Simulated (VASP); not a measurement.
Ir:

```
Ir
1.0
     3.44128    0.00000    0.00000
    -1.72064    2.98024    0.00000
     0.00000    0.00000    5.67812
Ir
4
Direct
  0.33333 0.66667 0.43750
  0.66667 0.33333 0.93750
  0.66667 0.33333 0.56250
  0.33333 0.66667 0.06250
```

The cell was built by a generator and needn't be a form met in nature.

```yaml
Program: VASP 6.6.1
Task: relaxation of cell and atoms
Functional: r2SCAN
Potentials_or_basis: VASP PAW PBE potentials, release 64 (Ir)
Cutoff: 600 eV
k_mesh: 6 × 6 × 4
Occupations: gaussian, width 0.1 eV
Spin: no spin polarisation
```

At the start: pressure 170.5 GPa; volume 14.56 Å³/atom.

Problem. How do energy, volume and symmetry change on relaxing?

Solution. Over 29 steps the energy falls by 2556.4 meV/atom and the volume is 21.23 Å³/atom (+45.8 %); space group P6_3/mmc (No. 194, to 0.05 Å).

The path:
```csv
step,energy change (eV),largest force (eV/Å),pressure (GPa),volume (Å³)
1,0.0000,0.7066,170.50,58.23
2,14.3540,0.2917,-9.80,310.67
3,8.5600,0.2516,-14.00,226.43
4,2.5370,0.1891,-22.00,171.84
5,-8.2976,0.1832,-23.95,105.01
6,-9.8843,0.3185,15.79,79.34
7,-10.1244,0.2820,-4.51,87.32
8,-10.2122,0.2084,-1.57,85.35
9,-10.2100,0.1443,1.48,84.42
10,-10.2122,0.0052,1.25,84.50
11,-10.2125,0.0366,1.31,84.48
12,-10.2148,0.0560,-0.47,85.26
13,-10.2150,0.0517,-0.06,85.07
14,-10.2150,0.0520,-0.09,85.08
15,-10.2154,0.0643,-0.08,85.09
16,-10.2166,0.0998,-0.07,85.09
17,-10.2189,0.1559,-0.06,85.09
18,-10.2221,0.1957,-0.10,85.09
19,-10.2148,0.1804,-0.29,85.05
20,-10.2221,0.2011,-0.12,85.09
21,-10.2223,0.1959,-0.12,85.09
22,-10.2228,0.1793,-0.12,85.08
23,-10.2236,0.1440,-0.13,85.07
24,-10.2241,0.0717,-0.15,85.04
25,-10.2242,0.0803,-0.15,85.05
26,-10.2245,0.0727,-0.11,85.03
27,-10.2252,0.0504,0.00,84.99
28,-10.2257,0.0096,0.22,84.91
29,-10.2257,0.0078,0.23,84.90
```

Final structure:
```
Ir
1.0
     3.94365    0.00000    0.00000
    -1.97183    3.41530    0.00000
     0.00000    0.00000    6.30372
Ir
4
Direct
  0.33333 0.66667 0.44047
  0.66667 0.33333 0.94047
  0.66667 0.33333 0.55953
  0.33333 0.66667 0.05953
```

Caveat: the volume moved by over 15 % at a fixed basis, so the end points are rough; the PAW data sets were made with another functional, which shifts forces and pressure a little.
